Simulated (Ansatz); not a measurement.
The system is InSe.

```xyz
4
Lattice="2.0000 1.1547 8.4400 -2.0000 1.1547 8.4400 0.0000 -2.3094 8.4400" Properties=species:S:1:pos:R:3 pbc="T T T"
In    0.0000    0.0000   22.4994
In    0.0000    0.0000    0.0000
Se    0.0000    0.0000    4.3525
Se    0.0000    0.0000    9.7102
```

Below is the output of Ansatz 0.2.0 for this cell. Logs are shortened: lines on timing, memory, paths and dates and some standing lists are left out, and cuts for length are marked.

```text
Warning: RAYON_NUM_THREADS=2 ignored (pool sized by the plan → 2); use --threads N
basis.fft_grid_basis auto: the FFT boxes are laid along the combinations [[1, 0, -1], [0, 1, -1], [0, 0, 1]] of the cell's own vectors, 4.000, 4.000 and 8.750 Å long. The dense box has 30×30×64 points. Along the cell's own vectors, as sized, it would have 64×64×64, 4.55 times as many. Of the 6 symmetry operations that the crystal satisfies within crystal.symmetry.tolerance (time reversal apart; of a slab, those that keep its plane) the dense box along the cell's own vectors carries 6, and the one as laid loses 4 of those. basis.fft_grid_basis: typed keeps the cell's own vectors: state it where this run's energies or levels are differenced outside the engine with another run's, or held beside a run that keeps those vectors.
Engine: ansatz 0.2.0, x86_64-unknown-linux-gnu
Pseudopotentials: kind: paw
Pseudopotential: In, paw, valence charge 13, recommended cutoff 500 eV (meta_gga), In.paw.azcp
Pseudopotential: Se, paw, valence charge 16, recommended cutoff 500 eV (meta_gga), Se.paw.azcp
Functional definition: r2SCAN
  parameter k0 = 0.174
  parameter k1 = 0.065
  parameter a1 = 4.9479
  exchange = r2scan_x(k0 = k0, k1 = k1, a1 = a1)
  correlation = r2scan_c
Crystal: 4 atoms, lattice volume = 116.948 Å³
Basis set: ecut = 500 eV, 2965 PW (Γ), FFT grids on a1−a3, a2−a3, a3, exchange–correlation on 120×120×256 points (64 copies of the dense FFT grid, shifted against one another)
Bands: 35, of which v1, the nominal top of the filled ones, is band 29 counted from 1 (28 counted from 0)
Symmetry: 6 space group operations
Space group: R3m (ITA 160), of the structure as read, at distance tolerance 4.9e-5 Å
k-points: 65 of 512 (time reversal used)
Non-local potential: In, projectors of the file, l = 0: 2, l = 1: 2, l = 2: 2, l = 3: 2
[... 110 lines left out ...]
  E_ewald      = -5224.622186
  E_core_change = -1.598449  (= ΣΔE_core)
  E_smearing   = -0.000001  (= −TS)
  E_closure    = -0.000000  (closes the sum)
  Σ components = -22182.616118   (vs F -22182.616118, Δ=0.00e0)
--- Forces (eV/Å), atoms counted from 1 ---
  atom   1  In     0.00000000    -0.00000000     0.00387949
  atom   2  In     0.00000000    -0.00000000    -0.00501105
  atom   3  Se    -0.00000000     0.00000000    -0.00312549
  atom   4  Se    -0.00000000     0.00000000     0.00425566
  max |Σ_I F_I| component: 1.38e-6 eV/Å
--- Stress (GPa, compression-positive) ---
        0.017747       0.000000       0.000000
        0.000000       0.017747      -0.000000
        0.000000      -0.000000       0.031892
  P = ⅓ Tr σ = 0.0225 GPa (0.225 kbar)
--- Band table (eV; the first three rows and the last of 65) ---
  k-point 0: bands = ["-41.7848", "-41.7848", "-41.7838", "-41.7838", "-41.7522", "-41.7522", "-41.7518", "-41.7518", "-41.7394", "-41.7391", "-8.9019", "-8.7103", "-8.7103", "-8.6249", "-8.6249", "-8.6095", "-8.6095", "-8.4223", "-8.4223", "-8.4097", "-7.4457", "-7.1356", "0.1130", "3.0234", "5.0766", "5.0766", "5.0938", "5.0938", "5.0953", "8.2039", "8.8982", "11.0324", "11.0324", "12.3384", "12.3384"]
  k-point 1: bands = ["-41.7848", "-41.7847", "-41.7838", "-41.7838", "-41.7522", "-41.7522", "-41.7518", "-41.7518", "-41.7393", "-41.7391", "-8.9041", "-8.7622", "-8.7075", "-8.6882", "-8.6140", "-8.6134", "-8.6022", "-8.4556", "-8.4237", "-8.3542", "-7.2789", "-6.9913", "0.2136", "2.7898", "4.1461", "4.6363", "4.8834", "4.9324", "5.3852", "8.6325", "9.5345", "10.3566", "11.1858", "11.7471", "12.5895"]
  k-point 2: bands = ["-41.7848", "-41.7846", "-41.7838", "-41.7837", "-41.7523", "-41.7522", "-41.7518", "-41.7518", "-41.7393", "-41.7390", "-8.9384", "-8.8278", "-8.8036", "-8.7041", "-8.6230", "-8.5878", "-8.5810", "-8.4734", "-8.4268", "-8.3024", "-6.8762", "-6.6378", "0.3712", "2.0131", "3.0092", "4.2690", "4.4994", "4.5559", "5.4499", "8.7429", "8.9056", "10.9175", "11.0352", "11.3938", "13.2125"]
  k-point 64: bands = ["-41.7848", "-41.7848", "-41.7838", "-41.7838", "-41.7522", "-41.7522", "-41.7518", "-41.7518", "-41.7394", "-41.7391", "-8.9017", "-8.7104", "-8.7104", "-8.6248", "-8.6248", "-8.6095", "-8.6095", "-8.4223", "-8.4223", "-8.4145", "-7.2943", "-7.2928", "0.3624", "2.2995", "4.9996", "4.9996", "5.1748", "5.1748", "6.3248", "7.2426", "8.9327", "10.9802", "10.9802", "12.4236", "12.4236"]
--- Relaxed structure (5 steps of the walk, 4 accepted, 1 SCFs on fresh bases) ---
  F+E_penalty+E_count = -22182.61611785 eV   max|allowed force component| = 5.011e-3 eV/Å   (the final SCF, on the basis selected at the relaxed cell)
  cell:  # Å, volume = 122.9541 Å³
    - [2.0219989538103422, 1.1674016402835437, 8.681417346891449]
    - [-2.0219989538103422, 1.1674016402835437, 8.681417346891449]
    - [-5.235349812932258e-36, -2.3348032805670855, 8.681417346891449]
  atoms:
    - { symbol: In, position: [0.8906202098260251, 0.8906202098260251, 0.890620209826025] }
    - { symbol: In, position: [-0.0019476386702137257, -0.0019476386702137257, -0.001947638670213728] }
    - { symbol: Se, position: [0.17565456793260417, 0.17565456793260417, 0.1756545679326042] }
    - { symbol: Se, position: [0.3796728609115845, 0.3796728609115845, 0.3796728609115845] }
```

Question: Write the input and the command behind it.

Answer: Relaxation of cell and atoms with r2SCAN, no spin polarisation. The files as run (others can give the same):

input.yaml
```yaml
crystal:
  lattice:
    - [2.0, 1.1547005384, 8.44]
    - [-2.0, 1.1547005384, 8.44]
    - [0.0, -2.3094010768, 8.44]
  atoms:
    - { symbol: In, position: [0.8886, 0.8886, 0.8886] }
    - { symbol: In, position: [0.0, 0.0, 0.0] }
    - { symbol: Se, position: [0.1719, 0.1719, 0.1719] }
    - { symbol: Se, position: [0.3835, 0.3835, 0.3835] }
hamiltonian:
  xc: r2scan
  pseudopotentials: { kind: paw }
kpoints:
  mp_grid: { grid: [8, 8, 8] }
scf:
  occupations: { method: fermi_dirac, width: 0.05 }
output:
  forces: true
  stress: true
  eigenvalues: true
relax:
  f_tol: 0.01
  max_steps: 40
  cell: { stress_tol: 0.05 }
```

Potentials or basis: Ansatz PAW.
Command:
```bash
$ ansatz run input.yaml --threads 2 --pin off --max-ram 5632MiB --backend cpu --events-out ev --progress --plain --runs-dir out
```

Caveat: the plane-wave basis is chosen anew once the cell has moved, so the energies of steps on either side of that aren't comparable; spin-orbit coupling is left out, which moves the levels of the heavy elements; the PAW data sets come from PBE, with cores solved anew for the run's functional, which leaves a small shift of forces and pressure.
